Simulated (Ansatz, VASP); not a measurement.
**AlN: VASP beside Ansatz**

The input INCAR:

```
SYSTEM = AlN
  PREC = Accurate
  ENCUT = 520
  EDIFF = 1E-6
  ISMEAR = 0
  SIGMA = 0.05
  LREAL = .FALSE.
  LASPH = .TRUE.
  NELM = 60
  ALGO = Normal
  ISIF = 2
  LWAVE = .FALSE.
  LCHARG = .FALSE.
  GGA = PE
  NBANDS = 16
```

File KPOINTS:

```
Automatic mesh
0
G
  9 9 6
  0 0 0
```

Contents of POSCAR:

```
AlN
1.0
    3.1478000000      0.0000000000      0.0000000000
   -1.5739000000      2.7260747660      0.0000000000
    0.0000000000      0.0000000000      4.6901000000
Al N
2 2
Direct
    0.3333333333      0.6666666667      0.7500000000
    0.6666666667      0.3333333333      0.2500000000
    0.3333333333      0.6666666667      0.2500000000
    0.6666666667      0.3333333333      0.7500000000
```

Input for Ansatz:

```yaml
crystal:
  lattice:
    - [3.1478, 0.0, 0.0]
    - [-1.5739, 2.726074766, 0.0]
    - [0.0, 0.0, 4.6901]
  atoms:
    - { symbol: Al, position: [0.3333333333, 0.6666666667, 0.75] }
    - { symbol: Al, position: [0.6666666667, 0.3333333333, 0.25] }
    - { symbol: "N", position: [0.3333333333, 0.6666666667, 0.25] }
    - { symbol: "N", position: [0.6666666667, 0.3333333333, 0.75] }
basis:
  ecutwfc: 520.0
kpoints:
  mp_grid: { grid: [9, 9, 6] }
hamiltonian:
  xc: pbe
  pseudopotentials: { kind: paw, azcp: { folder: soft_1 } }
scf:
  occupations: { method: gaussian, width: 0.05 }
output:
  forces: true
  stress: true
  eigenvalues: true
```

Alike in both runs: task single point; functional PBE; k mesh 9 × 9 × 6; occupations gaussian, width 0.05 eV; no spin polarisation.

|  | VASP | Ansatz |
| --- | --- | --- |
| version | VASP 6.6.1 | Ansatz 0.2.0 |
| potentials or method | VASP PAW PBE potentials, release 64 (Al, N) | scalar-relativistic, plane waves, PAW |
| plane-wave cutoff (eV) | 520 | 520 |
| valence electrons in the cell | 16 | 16 |

|  | VASP | Ansatz | Ansatz less VASP |
| --- | --- | --- | --- |
| gap on the k mesh at the Fermi level (eV) | 2.93 | 2.92 | -0.014 |
| least direct gap on the mesh (eV) | 2.93 | 2.92 | -0.014 |
| pressure (GPa) | 10.6 | 10.8 | +0.14 |
| largest component of the traceless stress (GPa) | 17.82 | 17.86 | +0.047 |

With one functional, cell and mesh, what is left measures potentials, basis and numerics.
